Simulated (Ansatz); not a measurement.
Computed with Ansatz on PBE0-D4/def2-TZVP structures; ΔE is electronic, products minus reactants. CCSD(T)/CBS adds triple-zeta CCSD(T) − MP2 to the extrapolated MP2 energy (def2 sets, frozen cores). This one scheme is used for every species. Each species was taken in one conformer, which may not be the lowest.

`FC(F)(F)[SiH2]Cl` + `O[SiH2]S` → `O[SiH2]S[SiH2]Cl` + `FC(F)F`  (ligand exchange at the Si–C bond)

```
           species  CCSD(T)/CBS(def2) energy (Eh)
`FC(F)(F)[SiH2]Cl`                    -1087.52884
        `O[SiH2]S`                     -764.50758
`O[SiH2]S[SiH2]Cl`                    -1514.04803
          `FC(F)F`                     -338.02896
```

(1) Work out ΔE.

Largest T1 diagnostic among the species: 0.012.

Results:

(1) ΔE = (-1514.04803) + (-338.02896) − (-1087.52884) − (-764.50758) = -0.04057 Eh = -1.10 eV.

From PBE to PBE0 (25 % exact exchange), in def2-TZVPP and without D4, ΔE moves by −0.08 eV. The D4 term adds −0.10 eV with B3LYP and −0.05 eV with PBE0; it sums over pairs of atoms, weighted by their polarisabilities, and B3LYP, whose exchange is more repulsive, gets the larger term.

B3LYP here is the variant with VWN-RPA as its local correlation; programs differ in this.
